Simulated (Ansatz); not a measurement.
An Ansatz (a first-principles code) run. Input:

Ansatz 0.2 input:
```yaml
crystal:
  lattice:
    - [0.0, 2.9633885856, 2.9633885856]
    - [2.9633885856, 0.0, 2.9633885856]
    - [2.9633885856, 2.9633885856, 0.0]
  atoms:
    - { symbol: Na, position: [0.0, 0.0, 0.0] }
    - { symbol: Br, position: [0.5, 0.5, 0.5] }
kpoints:
  mp_grid: { grid: [7, 7, 7] }
basis: { xc_grid: 2 }
hamiltonian:
  xc: pbesol
  pseudopotentials: { kind: paw }
scf:
  occupations: { method: fixed }
output:
  optics: { e_range: [0.0, 15.0], de: 0.05, sigma: 0.1, bands: { spectra_wanted_up_to: 12 eV } }
```

Output (shortened):

```
output.optics: the spectra are integrated over the Brillouin zone by k·p interpolation around the k-points, where levels, occupations, output.optics.sigma and …
Pseudopotential: Na, paw, valence charge 9
Pseudopotential: Br, paw, valence charge 7
Functional definition: PBEsol
Crystal: 2 atoms, lattice volume = 52.047 Å³
Basis set: ecut = 420 eV, 965 PW (Γ), exchange–correlation on 60×60×60 points (8 copies of the dense FFT grid, shifted against one another)
Bands: 12, of which v1, the nominal top of the filled ones, is band 8 counted from 1 (7 counted from 0)
Symmetry: 48 space group operations
Space group: Fm-3m (ITA 225), of the structure as read, at distance tolerance 3.7e-5 Å
k-points: 20 of 343
SCF iter   1: F=—  HF=-4215.471596 eV  |F-HF|=—  |Δ(HF+E_count)|=         —  Δρ=1.93e-3  dr2=9.92e-4  ethr=1.77e-3  ⟨swp⟩=5.0  Hψ=1203  notcnv=0  defer=37
preconditioner: auto → none
SCF iter   2: F=—  HF=-4215.470852 eV  |F-HF|=—  |Δ(HF+E_count)|=   7.45e-4  Δρ=1.12e-3  dr2=1.20e-3  ethr=6.20e-6  ⟨swp⟩=2.0  Hψ=603  notcnv=0  defer=38
SCF iter   3: F=—  HF=-4215.470640 eV  |F-HF|=—  |Δ(HF+E_count)|=   2.12e-4  Δρ=5.25e-4  dr2=1.38e-4  ethr=6.20e-6  ⟨swp⟩=2.0  Hψ=363  notcnv=0  defer=37
SCF iter   4: F=—  HF=-4215.470595 eV  |F-HF|=—  |Δ(HF+E_count)|=   4.52e-5  Δρ=1.05e-4  dr2=3.22e-6  ethr=8.61e-7  ⟨swp⟩=2.0  Hψ=316  notcnv=0  defer=36
SCF iter   5: F=—  HF=-4215.470605 eV  |F-HF|=—  |Δ(HF+E_count)|=   1.00e-5  Δρ=1.96e-5  dr2=2.87e-7  ethr=2.01e-8  ⟨swp⟩=3.0  Hψ=416  notcnv=0  defer=2
SCF iter   6: F=—  HF=-4215.470603 eV  |F-HF|=—  |Δ(HF+E_count)|=   2.01e-6  Δρ=9.10e-6  dr2=7.77e-8  ethr=1.79e-9  ⟨swp⟩=2.0  Hψ=324  notcnv=0  defer=1
SCF iter   7: F=—  HF=-4215.470603 eV  |F-HF|=—  |Δ(HF+E_count)|=   2.48e-8  Δρ=2.82e-6  dr2=7.77e-9  ethr=4.86e-10  ⟨swp⟩=2.1  Hψ=292  notcnv=0  defer=1
SCF iter   8: F=—  HF=-4215.470603 eV  |F-HF|=—  |Δ(HF+E_count)|=   2.54e-9  Δρ=6.05e-7  dr2=3.22e-10  ethr=4.86e-11  ⟨swp⟩=2.0  Hψ=305  notcnv=0  defer=1
SCF iter   9: F=-4215.470603 eV  HF=-4215.470603 eV  |F-HF|=9.09e-13  |Δ(HF+E_count)|=  1.16e-10  Δρ=3.63e-8  dr2=6.18e-13  ethr=1.00e-12  ⟨swp⟩=3.9  Hψ=1034  notcnv=0
SCF 1 converged in 9 iterations: F = -4215.470603 eV  dr2 = 6.18e-13
NSCF: frozen V_eff on 20 k-points
Optics k sum: 0 of 20 k-points
Optics k sum: 1 of 20 k-points
Optics k sum: 2 of 20 k-points
Optics k sum: 3 of 20 k-points
Optics k sum: 4 of 20 k-points
Optics k sum: 5 of 20 k-points
Optics k sum: 6 of 20 k-points
Optics k sum: 7 of 20 k-points
Optics k sum: 8 of 20 k-points
Optics k sum: 9 of 20 k-points
Optics k sum: 10 of 20 k-points
Optics k sum: 11 of 20 k-points
Optics k sum: 12 of 20 k-points
Optics k sum: 13 of 20 k-points
Optics k sum: 14 of 20 k-points
Optics k sum: 15 of 20 k-points
Optics k sum: 16 of 20 k-points
Optics k sum: 17 of 20 k-points
Optics k sum: 18 of 20 k-points
Optics k sum: 19 of 20 k-points
Optics k sum: 20 of 20 k-points
Optics k sum: 0 of 20 k-points
Optics k sum: 1 of 20 k-points
Optics k sum: 2 of 20 k-points
Optics k sum: 3 of 20 k-points
Optics k sum: 4 of 20 k-points
Optics k sum: 5 of 20 k-points
Optics k sum: 6 of 20 k-points
Optics k sum: 7 of 20 k-points
Optics k sum: 8 of 20 k-points
Optics k sum: 9 of 20 k-points
Optics k sum: 10 of 20 k-points
Optics k sum: 11 of 20 k-points
Optics k sum: 12 of 20 k-points
Optics k sum: 13 of 20 k-points
Optics k sum: 14 of 20 k-points
Optics k sum: 15 of 20 k-points
Optics k sum: 16 of 20 k-points
Optics k sum: 17 of 20 k-points
Optics k sum: 18 of 20 k-points
Optics k sum: 19 of 20 k-points
Optics k sum: 20 of 20 k-points
NSCF: frozen V_eff on 1 k-points
NSCF: frozen V_eff on 1 k-points
NSCF: frozen V_eff on 1 k-points
NSCF: frozen V_eff on 1 k-points
output.optics: what the bands over the 21 summed would add to eps1, eps2 and the energy-loss function is held between a lower and an upper bound (6 Lanczos …
SCF converged after 9 iterations
Free energy (F): -4215.470603 eV
Harris-Foulkes:  -4215.470603 eV  (|F-HF|=9.09e-13)
Internal energy: -4215.470603 eV  (E = F + TS)
E sigma→0 (E₀):  -4215.470603 eV
Fermi energy:    1.534896 eV
--- Per-component energies (eV) ---
  E_band       = -232.901529
  E_kinetic    = 255.239082
  E_local      = -1549.458410  (includes V_loc(G=0)·N_el)
  E_nonlocal   = 186.462997
  E_hartree    = 540.024527
  E_xc         = -300.801145
  E_vxc        = -154.602092  (∫ρ·V_xc dr)
  E_paw        = -2456.228337  (= ΣΔE_a)
  E_vpaw       = -50.592164  (= ΣTr[D̂ρ^β])
  E_aug_tail   = -0.000015  (compensation charges beyond the density's cutoff)
  E_ewald      = -890.856266
  E_core_change = 0.146964  (= ΣΔE_core)
  E_smearing   =  0.000000  (= −TS)
  E_closure    =  0.000000  (closes the sum)
  Σ components = -4215.470603   (vs F -4215.470603, Δ=0.00e0)
  [band-id]    e_kinetic+e_local+e_nonlocal+2·e_hartree+e_vxc+e_vpaw+e_augmentation_tail = -232.901548   (vs E_band -232.901529, Δ=-1.91e-5)
--- Band table (eV; the first three rows and the last of 20) ---
  k-point 0: bands = ["-47.7353", "-19.8155", "-19.8155", "-19.8155", "-11.3398", "1.5349", "1.5349", "1.5349", "5.6022", "11.2849", "11.2849", "11.2849"]
  k-point 1: bands = ["-47.7353", "-19.8188", "-19.8157", "-19.8157", "-11.2856", "0.9689", "1.4764", "1.4764", "6.2997", "10.6687", "11.5072", "11.5072"]
  k-point 2: bands = ["-47.7351", "-19.8264", "-19.8162", "-19.8162", "-11.1597", "0.0353", "1.3512", "1.3512", "7.3057", "10.4833", "11.3935", "11.3935"]
  k-point 19: bands = ["-47.7348", "-19.8250", "-19.8246", "-19.8200", "-10.9765", "0.0734", "0.1456", "0.8142", "8.9492", "9.7975", "10.6569", "11.7369"]
```

Cost: about 15 core-seconds (a rough figure) on shared cores.

The cell was relaxed with PBEsol under the symmetry of its start; of distortions, only those at the zone centre were tested. Spin–orbit coupling is left out wherever it is not named.

Potentials: the later of the program's two PAW sets.

Ansatz is a plane-wave DFT program.
